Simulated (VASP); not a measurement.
# CdTe in VASP: settings compared

The runs below take CdTe through single point, with PBE, r2SCAN.

Program: VASP 6.6.1. These are calculated values, not measurements. Logs are shortened: lines on timing, memory, paths and dates and some standing lists are left out, and cuts for length are marked.

**Experimental background.**

A printed reference work, data compilation reports, for a bulk crystal of CdTe at 0 K: band gap 1.607 eV.

How close the calculation comes is told below.

### 1 The cell of the first run

Symmetry: F-43m, No. 216, cubic system. The conventional cell has a = 6.560 Å, b = 6.560 Å, c = 6.560 Å, α = 90.00°, β = 90.00°, γ = 90.00°. Cd (site symmetry -43m) has 4 Te at 2.84 Å within 3.7 Å. Te (site symmetry -43m) has 4 Cd at 2.84 Å within 3.7 Å.

### 2 Single point, PBE

The input, INCAR:

```
PREC = Accurate
ENCUT = 520
EDIFF = 1E-6
ISMEAR = -1
SIGMA = 0.02
LREAL = False
LASPH = True
NELM = 100
ALGO = Normal
ISIF = 2
LWAVE = False
LCHARG = False
GGA = PE
NBANDS = 16
```

The input, KPOINTS:

```
Automatic mesh
0
Gamma
  6 6 6
```

The input, POSCAR:

```
CdTe
1.0
    0.0000000000      3.2799012452      3.2799012452
    3.2799012452      0.0000000000      3.2799012452
    3.2799012452      3.2799012452      0.0000000000
Cd Te
1 1
Direct
    0.0000000000      0.0000000000      0.0000000000
    0.2500000000      0.2500000000      0.2500000000
```

Potentials or basis: VASP PAW PBE potentials, release 64 (Cd, Te).

Command:

```bash
$ cat potpaw_PBE.64/Cd/POTCAR potpaw_PBE.64/Te/POTCAR > POTCAR
$ mpirun -np 1 vasp_std > vasp.out
```

OUTCAR:

```text
PREC = Accurate
   ENCUT = 520
   EDIFF = 1E-6
   ISMEAR = -1
   LREAL = False
   LASPH = True
   NELM = 100
   ISIF = 2
   GGA = PE

 ion  position               nearest neighbor table
   1  0.000  0.000  0.000-   2 2.84   2 2.84   2 2.84   2 2.84
   2  0.250  0.250  0.250-   1 2.84   1 2.84   1 2.84   1 2.84

  LATTYP: Found a face centered cubic cell.
 ALAT       =     6.5598024904

  Lattice vectors:

 A1 = (   0.0000000000,   3.2799012452,   3.2799012452)
 A2 = (   3.2799012452,   0.0000000000,   3.2799012452)
 A3 = (   3.2799012452,   3.2799012452,   0.0000000000)

Analysis of symmetry for initial positions (statically):
=====================================================================
 Subroutine PRICEL returns:
 Original cell was already a primitive cell.

 Routine SETGRP: Setting up the symmetry group for a
 face centered cubic supercell.

 Subroutine GETGRP returns: Found 24 space group operations
 (whereof 24 operations were pure point group operations)
 out of a pool of 48 trial point group operations.

The static configuration has the point symmetry T_d .

Analysis of symmetry for dynamics (positions and initial velocities):
=====================================================================
 Subroutine PRICEL returns:
 Original cell was already a primitive cell.

 Routine SETGRP: Setting up the symmetry group for a
 face centered cubic supercell.

 Subroutine GETGRP returns: Found 24 space group operations
 (whereof 24 operations were pure point group operations)
 out of a pool of 48 trial point group operations.

The dynamic configuration has the point symmetry T_d .

 Subroutine INISYM returns: Found 24 space group operations
 (whereof 24 operations are pure point group operations),
 and found     1 'primitive' translations

----------------------------------------------------------------------------------------

                                     Primitive cell

  volume of cell :      70.5687

  direct lattice vectors                    reciprocal lattice vectors
     0.000000000  3.279901245  3.279901245    -0.152443614  0.152443614  0.152443614
     3.279901245  0.000000000  3.279901245     0.152443614 -0.152443614  0.152443614
     3.279901245  3.279901245  0.000000000     0.152443614  0.152443614 -0.152443614

  length of vectors
     4.638480824  4.638480824  4.638480824     0.264040085  0.264040085  0.264040085

  position of ions in fractional coordinates (direct lattice)
     0.000000000  0.000000000  0.000000000
     0.250000000  0.250000000  0.250000000

  ion indices of the primitive-cell ions
   primitive index   ion index
                 1           1
                 2           2

----------------------------------------------------------------------------------------

 KPOINTS: Automatic mesh

Automatic generation of k-mesh.
 Grid dimensions read from file:
 generate k-points for:    6    6    6

 Generating k-lattice:

  Cartesian coordinates                     Fractional coordinates (reciprocal lattice)
    -0.025407269  0.025407269  0.025407269     0.166666667  0.000000000  0.000000000
     0.025407269 -0.025407269  0.025407269     0.000000000  0.166666667  0.000000000
     0.025407269  0.025407269 -0.025407269     0.000000000  0.000000000  0.166666667

  Length of vectors
     0.044006681  0.044006681  0.044006681

  Shift w.r.t. Gamma in fractional coordinates (k-lattice)
     0.000000000  0.000000000  0.000000000

 Subroutine IBZKPT returns following result:
 ===========================================

 Found     16 irreducible k-points:

 Following reciprocal coordinates:
            Coordinates               Weight
  0.000000  0.000000  0.000000      1.000000
  0.166667  0.000000  0.000000      8.000000
  0.333333  0.000000  0.000000      8.000000
  0.500000  0.000000  0.000000      4.000000
  0.166667  0.166667  0.000000      6.000000
  0.333333  0.166667  0.000000     24.000000
[... 8 lines left out ...]
 -0.333333  0.333333  0.166667     24.000000
 -0.333333  0.500000  0.166667     12.000000
   k-points           NKPTS =     16   k-points in BZ     NKDIM =     16   number of bands    NBANDS=     16
   number of dos      NEDOS =    301   number of ions     NIONS =      2
   total plane-waves  NPLWV =  46656
   dimension x,y,z NGX =    36 NGY =   36 NGZ =   36
   dimension x,y,z NGXF=    72 NGYF=   72 NGZF=   72
   ions per type =               1   1
   NGX,Y,Z   is equivalent  to a cutoff of  12.90, 12.90, 12.90 a.u.
   NGXF,Y,Z  is equivalent  to a cutoff of  25.81, 25.81, 25.81 a.u.
 SYSTEM =  unknown system
   PREC   = accura    normal or accurate (medium, high low for compatibility)
   ISTART =      0    job   : 0-new  1-cont  2-samecut
   ICHARG =      2    charge: 1-file 2-atom 10-const
   ISPIN  =      1    spin polarized calculation?
   LNONCOLLINEAR =      F non collinear calculations
   LSORBIT =      F    spin-orbit coupling
   LASPH  =      T    aspherical Exc in radial PAW
   ENCUT  =  520.0 eV  38.22 Ry    6.18 a.u.   8.62  8.62  8.62*2*pi/ulx,y,z
   NELM   =    100;   NELMIN=  2; NELMDL= -5     # of ELM steps
   EDIFF  = 0.1E-05   stopping-criterion for ELM
   LREAL  =      F    real-space projection
   EDIFFG = 0.1E-04   stopping-criterion for IOM
   NSW    =      0    number of steps for IOM
   IBRION =     -1    ionic relax: 0-MD 1-quasi-New 2-CG
   NFREE  =      0    steps in history (QN), initial steepest desc. (CG)
   ISIF   =      2    stress and relaxation
   ISYM   =      2    0-nonsym 1-usesym 2-fastsym
   POTIM  = 0.5000    time-step for ionic-motion
   TEBEG  =    0.0;   TEEND  =   0.0 temperature during run
   PSTRESS=    0.0 pullay stress
   NELECT =      18.0000    total number of electrons
   NUPDOWN=      -1.0000    fix difference up-down
   EMIN   =  10.00;   EMAX   =-10.00  energy-range for DOS
   EFERMI =   0.00;   METHOD = LEGACY
   ISMEAR =    -1;   SIGMA  =   0.02  broadening in eV -4-tet -1-fermi 0-gaus
   EFERMI_NEDOS =   21; number of points for ismear=-14 and -15
   IALGO  =     38    algorithm
   IMIX   =      4    mixing-type and parameters
     AMIX     =   0.40;   BMIX     =  1.00
     AMIX_MAG =   1.60;   BMIX_MAG =  1.00
  volume/ion in A,a.u.               =      35.28       238.11
  Fermi-wavevector in a.u.,A,eV,Ry     =   1.038233  1.961976 14.666102  1.077928
  Thomas-Fermi vector in A             =   2.172708
   LORBIT       =      0    0 simple, 1 ext, 2 COOP (PROOUT), +10 PAW based schemes
   GGA     = PE    functional components
   LHFCALC =     F    Hartree Fock is set to
   AEXX    =    0.0000 exact exchange contribution
   IVDW    =     0    specifies the selected vdW correction
   LEPSILON=     F    determine dielectric tensor
   LRPA    =     F    only Hartree local field effects (RPA)
 non-spin polarized calculation
  energy-cutoff  :      520.00
  volume of cell :       70.57
 maximum number of plane-waves:      1917
 NGX is ok and might be reduce to    36
   NGX = 17   NGY = 17   NGZ = 17

 number of electron      18.0000006 magnetization

 Free energy of the ion-electron system (eV)
  ---------------------------------------------------
  ext. energy  EPLUGINS =         0.00000000
  ---------------------------------------------------
  free energy    TOTEN  =        -4.79979179 eV

  energy without entropy =       -4.79979179  energy(sigma->0) =       -4.79979179

 E-fermi :   2.3683     XC(G=0):  -8.4234

 val. band max:        2.0270752227   @ k =   0.0000   0.0000   0.0000
 cond. band min:       2.6872317730   @ k =   0.0000   0.0000   0.0000
 fundamental gap:      0.6601565503
 Fermi energy:         2.3682600460

 k-point     1 :       0.0000    0.0000    0.0000
  band No.  band energies     occupation
      1      -8.9447      2.00000
      2      -6.1442      2.00000
      3      -6.1442      2.00000
      4      -6.1442      2.00000
      5      -5.9099      2.00000
      6      -5.9099      2.00000
[... 8 lines left out ...]
     15      11.3195      0.00000
     16      11.3195      0.00000

 k-point     2 :       0.1667    0.0000    0.0000
  band No.  band energies     occupation
      1      -8.8532      2.00000
      2      -6.1275      2.00000
      3      -6.1275      2.00000
      4      -6.0643      2.00000
      5      -5.9109      2.00000
      6      -5.9109      2.00000
[... 8 lines left out ...]
     15      10.4833      0.00000
     16      10.4833      0.00000

 k-point     3 :       0.3333    0.0000    0.0000
  band No.  band energies     occupation
      1      -8.6709      2.00000
      2      -6.0986      2.00000
      3      -6.0986      2.00000
      4      -5.9072      2.00000
      5      -5.9072      2.00000
      6      -5.8058      2.00000
[... 8 lines left out ...]
     15      10.8674      0.00000
     16      10.8674      0.00000

 k-point     4 :       0.5000    0.0000    0.0000
  band No.  band energies     occupation
      1      -8.5818      2.00000
      2      -6.0873      2.00000
      3      -6.0873      2.00000
      4      -5.9018      2.00000
      5      -5.9018      2.00000
      6      -5.5857      2.00000
[... 8 lines left out ...]
     15      12.2471      0.00000
     16      12.2471      0.00000

 k-point     5 :       0.1667    0.1667    0.0000
  band No.  band energies     occupation
      1      -8.8231      2.00000
      2      -6.1104      2.00000
      3      -6.1104      2.00000
      4      -6.0635      2.00000
      5      -5.9167      2.00000
      6      -5.9030      2.00000
[... 8 lines left out ...]
     15      11.1336      0.00000
     16      11.5586      0.00000

 k-point     6 :       0.3333    0.1667    0.0000
  band No.  band energies     occupation
      1      -8.6722      2.00000
      2      -6.0876      2.00000
      3      -6.0779      2.00000
      4      -5.9513      2.00000
      5      -5.8977      2.00000
      6      -5.8315      2.00000
[... 8 lines left out ...]
     15      11.7163      0.00000
     16      11.7569      0.00000

 k-point     7 :       0.5000    0.1667    0.0000
  band No.  band energies     occupation
      1      -8.5547      2.00000
      2      -6.0742      2.00000
      3      -6.0640      2.00000
      4      -5.9236      2.00000
      5      -5.8991      2.00000
      6      -5.5616      2.00000
[... 8 lines left out ...]
     15      11.9579      0.00000
     16      12.3286      0.00000

 k-point     8 :      -0.3333    0.1667    0.0000
  band No.  band energies     occupation
      1      -8.5836      2.00000
      2      -6.0766      2.00000
      3      -6.0752      2.00000
      4      -5.9127      2.00000
      5      -5.9113      2.00000
      6      -5.6349      2.00000
[... 8 lines left out ...]
     15      11.1531      0.00000
     16      12.2988      0.00000

 k-point     9 :      -0.1667    0.1667    0.0000
  band No.  band energies     occupation
      1      -8.7319      2.00000
      2      -6.1084      2.00000
      3      -6.0952      2.00000
      4      -5.9463      2.00000
      5      -5.9183      2.00000
      6      -5.8858      2.00000
[... 8 lines left out ...]
     15      10.9484      0.00000
     16      11.7171      0.00000

 k-point    10 :       0.3333    0.3333    0.0000
  band No.  band energies     occupation
      1      -8.5846      2.00000
      2      -6.0376      2.00000
      3      -6.0376      2.00000
      4      -5.9864      2.00000
      5      -5.8892      2.00000
      6      -5.7235      2.00000
[... 8 lines left out ...]
     15      12.2188      0.00000
     16      13.8516      0.00000

 k-point    11 :       0.5000    0.3333    0.0000
  band No.  band energies     occupation
      1      -8.4995      2.00000
      2      -6.0349      2.00000
      3      -6.0187      2.00000
      4      -5.9669      2.00000
      5      -5.8900      2.00000
      6      -5.5000      2.00000
[... 8 lines left out ...]
     15      12.6093      0.00000
     16      13.3226      0.00000

 k-point    12 :      -0.3333    0.3333    0.0000
  band No.  band energies     occupation
      1      -8.4999      2.00000
      2      -6.0525      2.00000
      3      -6.0358      2.00000
      4      -5.9335      2.00000
      5      -5.9052      2.00000
      6      -5.4477      2.00000
[... 8 lines left out ...]
     15      10.9843      0.00000
     16      14.1209      0.00000

 k-point    13 :       0.5000    0.5000    0.0000
  band No.  band energies     occupation
      1      -8.4714      2.00000
      2      -5.9995      2.00000
      3      -5.9981      2.00000
      4      -5.9981      2.00000
      5      -5.8823      2.00000
      6      -5.4581      2.00000
[... 8 lines left out ...]
     15      12.7735      0.00000
     16      13.4674      0.00000

 k-point    14 :       0.5000    0.3333    0.1667
  band No.  band energies     occupation
      1      -8.5558      2.00000
      2      -6.0585      2.00000
      3      -6.0511      2.00000
      4      -5.9452      2.00000
      5      -5.8983      2.00000
      6      -5.6120      2.00000
[... 8 lines left out ...]
     15      12.1909      0.00000
     16      13.2836      0.00000

 k-point    15 :      -0.3333    0.3333    0.1667
  band No.  band energies     occupation
      1      -8.4999      2.00000
      2      -6.0512      2.00000
      3      -6.0382      2.00000
      4      -5.9311      2.00000
      5      -5.9066      2.00000
      6      -5.4472      2.00000
[... 8 lines left out ...]
     15      12.4089      0.00000
     16      13.0769      0.00000

 k-point    16 :      -0.3333    0.5000    0.1667
  band No.  band energies     occupation
      1      -8.4725      2.00000
      2      -6.0262      2.00000
      3      -6.0246      2.00000
      4      -5.9517      2.00000
      5      -5.8979      2.00000
      6      -5.4044      2.00000
[... 8 lines left out ...]
     15      12.9450      0.00000
     16      13.2710      0.00000

------------------------ aborting loop because EDIFF is reached ----------------------------------------

  FORCE on cell =-STRESS in cart. coord.  units (eV):
  Direction    XX          YY          ZZ          XY          YZ          ZX
  --------------------------------------------------------------------------------------
  -------------------------------------------------------------------------------------
  Total        0.5001150      0.5001150      0.5001150     -0.0000000      0.0000000     -0.0000000
  in kB       11.3545031     11.3545031     11.3545031     -0.0000000      0.0000000     -0.0000000
  external PRESSURE =      11.3545031 kB  Pullay stress =       0.0000000 kB

 VOLUME and BASIS-vectors are now :
 -----------------------------------------------------------------------------
  energy-cutoff  :      520.00
  volume of cell :       70.57
      direct lattice vectors                 reciprocal lattice vectors
     0.000000000  3.279901245  3.279901245    -0.152443614  0.152443614  0.152443614
     3.279901245  0.000000000  3.279901245     0.152443614 -0.152443614  0.152443614
     3.279901245  3.279901245  0.000000000     0.152443614  0.152443614 -0.152443614

 POSITION                                       TOTAL-FORCE (eV/Angst)
 -----------------------------------------------------------------------------------
      0.00000      0.00000      0.00000        -0.000000     -0.000000      0.000000
      1.63995      1.63995      1.63995         0.000000      0.000000     -0.000000
 -----------------------------------------------------------------------------------
    total drift:                               -0.000000     -0.000000     -0.000000

  FREE ENERGIE OF THE ION-ELECTRON SYSTEM (eV)
  ---------------------------------------------------
  free  energy   TOTEN  =        -4.7997917943 eV

  energy  without entropy=       -4.7997917936  energy(sigma->0) =       -4.79979179
```

It took 24 s on 1 thread of Intel Xeon 8259CL, shared host; peak memory 0.21 GiB.

What came out:

```
Free energy            : -4.7998 eV
Pressure               : 1.1 GPa
Band gap on the k mesh : 0.66 eV
```

Caveat: spin-orbit coupling is left out, which moves the levels of the heavy elements.

### 3 Single point, r2SCAN

POSCAR is that of step 2.

The input, INCAR.step1:

```
PREC = Accurate ; ENCUT = 520
ISMEAR = 0 ; SIGMA = 0.01
LREAL = False ; LASPH = True
NELM = 80 ; NBANDS = 16
GGA = PE ; ALGO = Normal
EDIFF = 1E-4 ; LWAVE = True
LCHARG = False
```

The input, INCAR.step2:

```
PREC = Accurate ; ENCUT = 520
EDIFF = 1E-6 ; ISMEAR = 0
SIGMA = 0.01 ; LREAL = False
LASPH = True ; NELM = 80
ALGO = Normal ; ISIF = 2
LWAVE = False ; LCHARG = True
METAGGA = R2SCAN ; LMIXTAU = True
LELF = True ; LVHAR = True
NBANDS = 16 ; ISTART = 1
```

The input, KPOINTS:

```
regular mesh
0
Gamma
  6 6 6
```

Potentials or basis: VASP PAW PBE potentials, release 64 (Cd, Te).

Command:

```bash
$ cat potpaw_PBE.64/Cd/POTCAR potpaw_PBE.64/Te/POTCAR > POTCAR
$ cp INCAR.step1 INCAR
$ mpirun -np 1 vasp_std > vasp.out
$ cp INCAR.step2 INCAR
$ mpirun -np 1 vasp_std > vasp.out
```

Wall time 90 s (1 thread of Intel Xeon 8259CL, shared host); peak memory 0.22 GiB.

The run converged. Its results:

```
Free energy            : -46.6414 eV
Pressure               : 0.1 GPa
Band gap on the k mesh : 1.15 eV
```

Levels at points of the mesh, in eV from the valence-band top:
```csv
k point,band 7,band 8,band 9,band 10,band 11,band 12
"(0.00, 0.00, 0.00)",0.00,0.00,0.00,1.15,5.05,5.05
"(0.50, 0.00, 0.00)",-4.29,-0.74,-0.74,2.19,5.60,5.60
"(0.50, 0.50, 0.00)",-4.17,-1.79,-1.79,2.95,2.99,9.25
```

Caveat: the PAW data sets were made with another functional, which shifts forces and pressure a little; spin-orbit coupling is left out, which moves the levels of the heavy elements.

(Continued in part 2 of 2.)
